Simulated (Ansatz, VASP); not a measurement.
## CoO: VASP beside Ansatz

```
CELL_PARAMETERS angstrom
-1.48762 1.48762 2.07877
1.48762 -1.48762 2.07877
1.48762 1.48762 -2.07877
ATOMIC_POSITIONS crystal
Co 0.00000 0.00000 0.00000
O 0.50000 0.50000 0.00000
```

Change from the starting cell: volume scaled by 0.96.

Alike in both runs: task single point; functional PBE; k mesh 12 × 12 × 12; occupations fermi-dirac, width 0.05 eV; collinear spin, ferromagnetic start.

|  | VASP | Ansatz |
| --- | --- | --- |
| version | VASP 6.6.1 | Ansatz 0.2.0 |
| potentials or method | VASP PAW PBE potentials, release 64 (Co, O) | Ansatz PAW |
| plane-wave cutoff (eV) | 520 | 420 |
| valence electrons in the cell | 15 | 23 |

Ansatz gave:

| Quantity | Value |
| --- | --- |
| gap on the k mesh at the Fermi level (eV) | none |
| pressure (GPa) | 7.1 |
| largest component of the traceless stress (GPa) | 0.29 |
| net moment per atom (μB) | 1.39 |
| size of the moment on the site where the two differ most (μB) | 2.37 |

Question: What did VASP give for the same quantities?

Answer: gap on the k mesh at the Fermi level (eV): none; pressure (GPa): 6.2; largest component of the traceless stress (GPa): 0.31; net moment per atom (μB): 1.36; size of the moment on the site where the two differ most (μB): 2.42.

Site moments also hang on the region over which each program counts them. A gap of «none» marks a metal or a gap that the smearing closes. The two sets of potentials don't hold the same shells in valence.

Caveats: a cell with one magnetic atom can't hold antiferromagnetic order, which such compounds often take; semilocal functionals often make such compounds metallic where correlation or magnetic order opens a gap, which also shifts bond lengths; the pressure holds a Pulay correction of +0.8 GPa for the finite cutoff (Ansatz).
